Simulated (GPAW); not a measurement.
# CdTe (F-43m) in GPAW: settings compared

Aim: see how the results for CdTe move with the level of theory and the settings. Levels: LDA, revPBE+D4, BLYP, r2SCAN, r4SCAN. Tasks: band structure, equation of state.

Program: GPAW 26.7.0. These are calculated values, not measurements. Logs are shortened: lines on timing, memory, paths and dates and some standing lists are left out, and cuts for length are marked. The log counts tension as positive stress, the text compression.

**Measured values to compare with.**

From a printed reference work, data compilation, for a bulk crystal of CdTe at 0 K: band gap 1.607 eV.

From “Multiscale insight into the Cd1-xZnxTe vibrational-mechanical properties -- High-pressure experiments and ab initio calculations”, 2023, arxiv:2306.14539, for a powder of CdTe: bulk modulus 42 ± 2 GPa.

How close the calculation comes is told below.

## Step 1: Starting point

The structure is cubic, space group F-43m (No. 216). The conventional cell has a = 6.410 Å, b = 6.410 Å, c = 6.410 Å, α = 90.00°, β = 90.00°, γ = 90.00°. Te (site symmetry -43m) has 4 Cd at 2.78 Å as nearest neighbours. Cd (site symmetry -43m) has 4 Te at 2.78 Å as nearest neighbours.

## Step 2: Band structure, LDA

Contents of run.py:

```python
import spglib
from ase import Atoms
from ase.dft.bandgap import bandgap
from ase.io import read, write
from ase.units import GPa
from gpaw import GPAW, PW, setup_paths

setup_paths.insert(0, '.')

atoms = read('CdTe.cif')
cell, positions, numbers = spglib.find_primitive(
    (atoms.cell[:], atoms.get_scaled_positions(), atoms.numbers), symprec=1e-4)
atoms = Atoms(numbers, cell=cell, scaled_positions=positions, pbc=True)

calc = GPAW(mode=PW(600),
            xc='LDA',
            kpts={'size': (6, 6, 6), 'gamma': True},
            occupations={'name': 'fermi-dirac', 'width': 0.05},
            nbands=18,
            convergence={'density': 1e-05, 'energy': 1e-05},
            maxiter=150,
            txt='gpaw.txt')
atoms.calc = calc
energy = atoms.get_potential_energy()
forces = atoms.get_forces()
stress = atoms.get_stress()
calc.write('gs.gpw')
write('result.traj', atoms)
print(f'Energy: {energy:.6f} eV')
print('Forces (eV/A):')
print(forces.round(4))
print('Stress (GPa):', (stress / GPa).round(3))
print('Fermi level:', round(calc.get_fermi_level(), 4), 'eV')
print(f'Gap: {bandgap(calc)[0]:.4f} eV, direct: {bandgap(calc, direct=True)[0]:.4f} eV')

path = atoms.cell.bandpath('GXWKGLUWLK,UX', npoints=60, eps=1e-4)
bs_calc = calc.fixed_density(kpts=path, symmetry='off', nbands=31,
                             convergence={'bands': 'CBM+6.0', 'eigenstates': 1e-6}, txt='bands.txt')
bs = bs_calc.band_structure()
bs.write('bs.json')
print(f'Gap on the path: {bandgap(bs_calc)[0]:.4f} eV')
```

Contents of CdTe.cif:

```cif
data_CdTe
_cell_length_a 6.41000000
_cell_length_b 6.41000000
_cell_length_c 6.41000000
_cell_angle_alpha 90.00000000
_cell_angle_beta 90.00000000
_cell_angle_gamma 90.00000000
_space_group_name_H-M_alt 'F-43m'
_space_group_name_Hall 'F -4 2 3'
_space_group_IT_number 216
loop_
_space_group_symop_operation_xyz
'x,y,z'
'y,-x,-z'
'-x,-y,z'
'-y,x,-z'
'x,-y,-z'
'y,x,z'
'-x,y,-z'
'-y,-x,z'
'z,x,y'
'-z,y,-x'
'z,-x,-y'
'-z,-y,x'
'-z,x,-y'
'z,y,x'
'-z,-x,y'
'z,-y,-x'
'y,z,x'
'-x,-z,y'
'-y,z,-x'
'x,-z,-y'
'-y,-z,x'
'x,z,y'
'y,-z,-x'
'-x,z,-y'
'x,y+1/2,z+1/2'
'y,-x+1/2,-z+1/2'
'-x,-y+1/2,z+1/2'
'-y,x+1/2,-z+1/2'
'x,-y+1/2,-z+1/2'
'y,x+1/2,z+1/2'
'-x,y+1/2,-z+1/2'
'-y,-x+1/2,z+1/2'
'z,x+1/2,y+1/2'
'-z,y+1/2,-x+1/2'
'z,-x+1/2,-y+1/2'
'-z,-y+1/2,x+1/2'
'-z,x+1/2,-y+1/2'
'z,y+1/2,x+1/2'
'-z,-x+1/2,y+1/2'
'z,-y+1/2,-x+1/2'
'y,z+1/2,x+1/2'
'-x,-z+1/2,y+1/2'
'-y,z+1/2,-x+1/2'
'x,-z+1/2,-y+1/2'
'-y,-z+1/2,x+1/2'
'x,z+1/2,y+1/2'
'y,-z+1/2,-x+1/2'
'-x,z+1/2,-y+1/2'
'x+1/2,y,z+1/2'
'y+1/2,-x,-z+1/2'
'-x+1/2,-y,z+1/2'
'-y+1/2,x,-z+1/2'
'x+1/2,-y,-z+1/2'
'y+1/2,x,z+1/2'
'-x+1/2,y,-z+1/2'
'-y+1/2,-x,z+1/2'
'z+1/2,x,y+1/2'
'-z+1/2,y,-x+1/2'
'z+1/2,-x,-y+1/2'
'-z+1/2,-y,x+1/2'
'-z+1/2,x,-y+1/2'
'z+1/2,y,x+1/2'
'-z+1/2,-x,y+1/2'
'z+1/2,-y,-x+1/2'
'y+1/2,z,x+1/2'
'-x+1/2,-z,y+1/2'
'-y+1/2,z,-x+1/2'
'x+1/2,-z,-y+1/2'
'-y+1/2,-z,x+1/2'
'x+1/2,z,y+1/2'
'y+1/2,-z,-x+1/2'
'-x+1/2,z,-y+1/2'
'x+1/2,y+1/2,z'
'y+1/2,-x+1/2,-z'
'-x+1/2,-y+1/2,z'
'-y+1/2,x+1/2,-z'
'x+1/2,-y+1/2,-z'
'y+1/2,x+1/2,z'
'-x+1/2,y+1/2,-z'
'-y+1/2,-x+1/2,z'
'z+1/2,x+1/2,y'
'-z+1/2,y+1/2,-x'
'z+1/2,-x+1/2,-y'
'-z+1/2,-y+1/2,x'
'-z+1/2,x+1/2,-y'
'z+1/2,y+1/2,x'
'-z+1/2,-x+1/2,y'
'z+1/2,-y+1/2,-x'
'y+1/2,z+1/2,x'
'-x+1/2,-z+1/2,y'
'-y+1/2,z+1/2,-x'
'x+1/2,-z+1/2,-y'
'-y+1/2,-z+1/2,x'
'x+1/2,z+1/2,y'
'y+1/2,-z+1/2,-x'
'-x+1/2,z+1/2,-y'
loop_
_atom_site_label
_atom_site_type_symbol
_atom_site_symmetry_multiplicity
_atom_site_Wyckoff_symbol
_atom_site_fract_x
_atom_site_fract_y
_atom_site_fract_z
_atom_site_occupancy
Te1 Te 4 c 0.2500000000 0.2500000000 0.2500000000 1
Cd1 Cd 4 a 0.0000000000 0.0000000000 0.0000000000 1
```

Potentials or basis: PAW data sets generated in the run's folder for this functional, pw.

The run is started by

```
> gpaw-setup -f LDA Cd Te
> OMP_NUM_THREADS=1 python run.py
```

gpaw.txt:

```text
__  _  _
 | _ |_)|_||  |
 |__||  | ||/\| - 26.7.0

Input parameters:
  mode=PW(ecut=600.0),
  convergence={'density': 1e-05, 'energy': 1e-05},
  kpts=MonkhorstPack(size=(6, 6, 6), gamma=True),
  maxiter=150,
  nbands=18,
  occupations=Occupations(name='fermi-dirac', width=0.05),
  xc=XC(name='LDA')

Diagonalizing LCAO Hamiltonian
Converting LCAO to pw mode

            Te

       Cd

Atoms  # Å, Bohr magnetons
|   | symbol |        x |        y |        z |    initial magnetic moments |
|---|--------|----------|----------|----------|-----------------------------|
| 0 |     Te | 1.602500 | 1.602500 | 1.602500 | ( 0.0000,  0.0000,  0.0000) |
| 1 |     Cd | 0.000000 | 0.000000 | 0.000000 | ( 0.0000,  0.0000,  0.0000) |

Unit cell  # Å
| periodic |        x |        y |        z |  lengths |    angles |
|----------|----------|----------|----------|----------|-----------|
|      yes | 0.000000 | 3.205000 | 3.205000 | 4.532554 | 60.000000 |
|      yes | 3.205000 | 0.000000 | 3.205000 | 4.532554 | 60.000000 |
|      yes | 3.205000 | 3.205000 | 0.000000 | 4.532554 | 60.000000 |

Number of symmetries: 24
Symmetry operations  # r_c * U_cc + t_c -> r_c
|    | kind |            matrix            |
|----|------|------------------------------|
|  0 |  E   |  1, 0, 0,  0, 1, 0,  0, 0, 1 |
|  1 |  σ   |  1, 0, 0,  0, 0, 1,  0, 1, 0 |
|  2 |  σ   |  1, 0,-1,  0, 1,-1,  0, 0,-1 |
|  3 |  C3  |  1, 0,-1,  0, 0,-1,  0, 1,-1 |
|  4 |  C3  |  1,-1, 0,  0,-1, 1,  0,-1, 0 |
|  5 |  σ   |  1,-1, 0,  0,-1, 0,  0,-1, 1 |
|  6 |  σ   |  0, 1, 0,  1, 0, 0,  0, 0, 1 |
|  7 |  C3  |  0, 1, 0,  0, 0, 1,  1, 0, 0 |
|  8 |  C2  |  0, 1,-1,  1, 0,-1,  0, 0,-1 |
|  9 |  S4  |  0, 1,-1,  0, 0,-1,  1, 0,-1 |
| 10 |  C3  |  0, 0, 1,  1, 0, 0,  0, 1, 0 |
| 11 |  σ   |  0, 0, 1,  0, 1, 0,  1, 0, 0 |
| 12 |  S4  |  0, 0,-1,  1, 0,-1,  0, 1,-1 |
| 13 |  C3  |  0, 0,-1,  0, 1,-1,  1, 0,-1 |
| 14 |  S4  |  0,-1, 1,  1,-1, 0,  0,-1, 0 |
| 15 |  C2  |  0,-1, 1,  0,-1, 0,  1,-1, 0 |
| 16 |  C3  |  0,-1, 0,  1,-1, 0,  0,-1, 1 |
| 17 |  S4  |  0,-1, 0,  0,-1, 1,  1,-1, 0 |
| 18 |  S4  | -1, 1, 0, -1, 0, 1, -1, 0, 0 |
| 19 |  C3  | -1, 1, 0, -1, 0, 0, -1, 0, 1 |
| 20 |  C3  | -1, 0, 1, -1, 1, 0, -1, 0, 0 |
| 21 |  S4  | -1, 0, 1, -1, 0, 0, -1, 1, 0 |
| 22 |  σ   | -1, 0, 0, -1, 1, 0, -1, 0, 1 |
| 23 |  C2  | -1, 0, 0, -1, 0, 1, -1, 1, 0 |

BZ-sampling:
  Number of BZ points: 216
  Number of IBZ points: 16

  Monkhorst-Pack size: [6, 6, 6]
  Monkhorst-Pack shift: [0.08333333333333333, 0.08333333333333333, 0.08333333333333333]

K-points  # in reciprocal-cell coordinates
|     |                                coordinates |     weight |
|-----|--------------------------------------------|------------|
|   0 | (  0.00000000,   0.00000000,   0.00000000) | 0.00462963 |
|   1 | (  0.16666667,   0.16666667,   0.00000000) | 0.02777778 |
|   2 | (  0.16666667,   0.16666667,   0.16666667) | 0.03703704 |
|   3 | (  0.33333333,   0.16666667,   0.16666667) | 0.05555556 |
|   4 | (  0.33333333,   0.33333333,  -0.33333333) | 0.05555556 |
|   5 | (  0.33333333,   0.33333333,   0.00000000) | 0.02777778 |
|   6 | (  0.33333333,   0.33333333,   0.16666667) | 0.11111111 |
|   7 | (  0.33333333,   0.33333333,   0.33333333) | 0.03703704 |
|   8 | (  0.50000000,   0.33333333,  -0.33333333) | 0.11111111 |
|   9 | (  0.50000000,   0.33333333,  -0.16666667) | 0.05555556 |
| ... |                                            |            |
|  15 | (  0.50000000,   0.50000000,   0.50000000) | 0.01851852 |

Plane wave coefficients: 2215
Cutoff: 600.0 eV

Spin-components: 1 (collinear spins)
Bands:           18
Projectors:      11
Spin-degeneracy: 2
Datatype:        complex128

Parallelization:
  kpt:    1
  domain: 1
  band:   1

Density:
  Valence electrons: 18.0
  Components: 1
  Grid points: [27 27 27]
  Charge: 0.0  # |e|

Potential:
  Grid points: [27 27 27]

species:
  Te:
    name:    Tellurium
    Z:       52.0
    valence: 6
    core:    46
    charge:  0.0  # [|e|]
    compensation charges:
      type: gauss
      rc: 0.36  # [Å]
      lmax: 2
    cutoffs:
      filter: 2.09  # [Å]
      core: 3.17  # [Å]
    projectors
    | kind |    occ | energy [eV] | rcut [Å] |
    |------|--------|-------------|----------|
    |   5s |  2.000 |     -15.337 |    1.180 |
    |   5p |  4.000 |      -6.113 |    1.196 |
    |    s |        |      11.875 |    1.180 |
    |    p |        |      21.098 |    1.196 |
    |    d |        |       0.000 |    1.238 |

    Using partial waves for Te as LCAO basis

  Cd:
    name:    Cadmium
    Z:       48.0
    valence: 12
    core:    36
    charge:  0.0  # [|e|]
    compensation charges:
      type: gauss
      rc: 0.38  # [Å]
      lmax: 2
    cutoffs:
      filter: 2.12  # [Å]
      core: 2.62  # [Å]
    projectors
    | kind |    occ | energy [eV] | rcut [Å] |
    |------|--------|-------------|----------|
    |   5s |  2.000 |      -5.950 |    1.191 |
    |   5p |  0.000 |      -1.328 |    1.228 |
    |   4d | 10.000 |     -11.904 |    1.164 |
    |    s |        |      21.261 |    1.191 |
    |    p |        |      25.883 |    1.228 |
    |    d |        |      15.307 |    1.164 |

    Using partial waves for Cd as LCAO basis

Reference energy: -336673.462795  # eV

eigensolver:
  PPCG
  Converge bands: occupied
  niter=2

density mixing:
  MSR1-Mixer
  Pratt-step length: 0.05
  Maximum mixing coefficient: 0.75
  Old densities: 10
  SVD Regularization: 0.005
  Good broyden scale: 1.0
  Trust region scale: 1.0
  Backstep threshold: 4.0
  History deletion threshold: 6.0
  Fourier metric: weight=20.0, sigma=0.015

occupation numbers:
  Fermi-Dirac:
    width: 0.0500  # eV

poisson solver:
  ecut: 4800.0  # eV

xc functional:
  name: None

convergence criteria:
- Maximum integral of absolute [dens]ity change: 1e-05 electrons / valence electron
- Maximum [total energy] change in last 3 cyles: 1e-05 eV / valence electron
- Maximum integral of absolute [eigenst]ate change: 4e-08 eV^2 / valence electron
maximum number of iterations: 150

SCF iterations
|iter     | |      energy | eigst |  dens |
|---------|-|-------------|-------|-------|
|iter:   1| |   -6.565022 | -0.31 |       |
|iter:   2| |   -6.521003 | -2.35 | -1.28 |
|iter:   3| |   -6.344389 | -1.78 | -1.32 |
|iter:   4| |   -6.339258 | -3.48 | -1.79 |
|iter:   5| |   -6.338171 | -3.84 | -2.26 |
|iter:   6| |   -6.338166 | -5.62 | -3.01 |
|iter:   7| |   -6.338166c| -7.07 | -3.60 |
|iter:   8| |   -6.338166c| -7.72c| -4.45 |
|iter:   9| |   -6.338166c| -8.35c| -5.48c|

Converged in 9 steps
Energy contributions relative to reference atoms: (reference = -336673.462795)

Energy contributions:
  Kinetic:          17.364536
  Coulomb:         -15.753661
  Zero:              0.208134
  External:          0.000000
  Xc:               -8.157162
  Entropy:          -0.000026
  Spinorbit:         0.000000
  ----------------------------
  Free energy:      -6.338180
  Extrapolated:     -6.338166

dipole moment: (-25.936202, -25.936202, -25.936202)  # |e|*Ang

Fermi level: 4.109
Eigenvalues  # (at kpt = [0.000, 0.000, 0.000])
| band index |      eig [eV] | occ [0-2] |
|------------|---------------|-----------|
|          0 |        -7.681 |     2.000 |
|          1 |        -4.574 |     2.000 |
|          2 |        -4.574 |     2.000 |
|          3 |        -4.574 |     2.000 |
|          4 |        -4.282 |     2.000 |
|          5 |        -4.282 |     2.000 |
[... 10 lines left out ...]
|         16 |        13.730 |     0.000 |
|         17 |        13.730 |     0.000 |

Gap: 0.610 eV
Transition (v -> c):
  (s=0, k=0, n=8, [0.00, 0.00, 0.00]) -> (s=0, k=0, n=9, [0.00, 0.00, 0.00])
No difference between direct/indirect transitions

Forces  # eV/Ang
|        x |        y |        z |
|----------|----------|----------|
|  0.00000 |  0.00000 |  0.00000 |  # Te   0
| -0.00000 | -0.00000 | -0.00000 |  # Cd   1

Stress tensor  # eV/Ang^3
|         x |         y |         z |
|-----------|-----------|-----------|
|  0.002730 | -0.000000 | -0.000000 |
| -0.000000 |  0.002730 |  0.000000 |
| -0.000000 |  0.000000 |  0.002730 |

# Writing to gs.gpw (mode='')
```

Wall time 22 s (1 thread of AMD EPYC 9R45 (Zen 5), shared host); peak memory 0.29 GiB.

What came out:

```
Free energy             : -6.3382 eV
Pressure                : -0.4 GPa
Band gap on the k mesh  : 0.61 eV, direct
Band gap along the path : 0.61 eV, direct
```

Levels at the corners of the path, in eV from the valence-band top:
```csv
point,band 5,band 6,band 7,band 8,band 9,band 10,band 11,band 12,band 13
Γ,-8.06,-8.06,0.00,0.00,0.00,0.61,4.49,4.49,4.49
X,-8.02,-7.55,-4.55,-2.01,-2.01,2.38,2.55,8.79,9.16
W,-8.06,-7.45,-4.43,-2.49,-2.39,4.27,4.56,5.45,6.18
K,-8.04,-7.49,-4.45,-2.76,-1.67,2.74,4.45,7.27,7.46
Γ,-8.06,-8.06,0.00,0.00,0.00,0.61,4.49,4.49,4.49
L,-8.05,-7.69,-4.70,-0.84,-0.84,1.67,5.11,5.11,6.87
U,-8.04,-7.49,-4.45,-2.76,-1.67,2.74,4.45,7.27,7.46
W,-8.06,-7.45,-4.43,-2.49,-2.39,4.27,4.56,5.45,6.18
L,-8.05,-7.69,-4.70,-0.84,-0.84,1.67,5.11,5.11,6.87
K,-8.04,-7.49,-4.45,-2.76,-1.67,2.74,4.45,7.27,7.46
U,-8.04,-7.49,-4.45,-2.76,-1.67,2.74,4.45,7.27,7.46
X,-8.02,-7.55,-4.55,-2.01,-2.01,2.38,2.55,8.79,9.16
```

Caveat: spin-orbit coupling is left out, which moves the levels of the heavy elements.

## Step 3: Equation of state, revPBE+D4

Contents of run.py:

```python
from ase import Atoms
from ase.calculators.mixing import SumCalculator
from ase.eos import EquationOfState
from ase.io import Trajectory
from ase.units import GPa
from dftd4.ase import DFTD4
from gpaw import GPAW, PW

atoms = Atoms(['Te', 'Cd'],
              cell=[[0.0, 3.205, 3.205],
                    [3.205, 0.0, 3.205],
                    [3.205, 3.205, 0.0]],
              scaled_positions=[[0.75, 0.75, 0.75],
                                [0.0, 0.0, 0.0]],
              pbc=True)

traj = Trajectory('eos.traj', 'w')
volumes, energies = [], []
for x in [0.94, 0.96, 0.98, 1.0, 1.02, 1.04, 1.06]:
    a = atoms.copy()
    a.set_cell(atoms.cell * x**(1 / 3), scale_atoms=True)
    calc = GPAW(mode=PW(600),
                xc='revPBE',
                kpts={'size': (6, 6, 6), 'gamma': True},
                occupations={'name': 'fermi-dirac', 'width': 0.05},
                nbands=18,
                convergence={'density': 1e-05, 'energy': 1e-05},
                maxiter=150,
                txt=f'eos-{x:.2f}.txt')
    a.calc = SumCalculator([calc, DFTD4(method='revpbe')])
    energies.append(a.get_potential_energy())
    volumes.append(a.get_volume())
    p = -a.get_stress()[:3].mean() / GPa
    calc.write(f'eos-{x:.2f}.gpw')
    traj.write(a)
    print(f'{x:.2f} {volumes[-1]:10.4f} A^3 {energies[-1]:14.6f} eV {p:9.3f} GPa', flush=True)

v0, e0, B = EquationOfState(volumes, energies, eos='birchmurnaghan').fit()
print(f'V0 = {v0:.4f} A^3, E0 = {e0:.6f} eV, B0 = {B / GPa:.2f} GPa')
```

Potentials or basis: the program's PAW data sets (release 1.2.1) made for this functional, pw.

The run is started by

```
> OMP_NUM_THREADS=1 python run.py
```

It took 36 s on 1 thread of AMD EPYC 9R45 (Zen 5), shared host; peak memory 0.3 GiB.

Results (log left out):

```yaml
Equilibrium_volume: 34.24 Å³/atom
Bulk_modulus: 40 GPa
Pressure_derivative_of_the_bulk_modulus: 4.9
```

Energy against volume, from the lowest point:
| volume (Å³/atom) | energy (meV/atom) |
| --- | --- |
| 30.947 | 48.03 |
| 31.605 | 29.49 |
| 32.263 | 15.92 |
| 32.922 | 6.79 |
| 33.580 | 1.64 |
| 34.239 | 0.00 |
| 34.897 | 1.53 |

(Continued in part 2 of 3.)
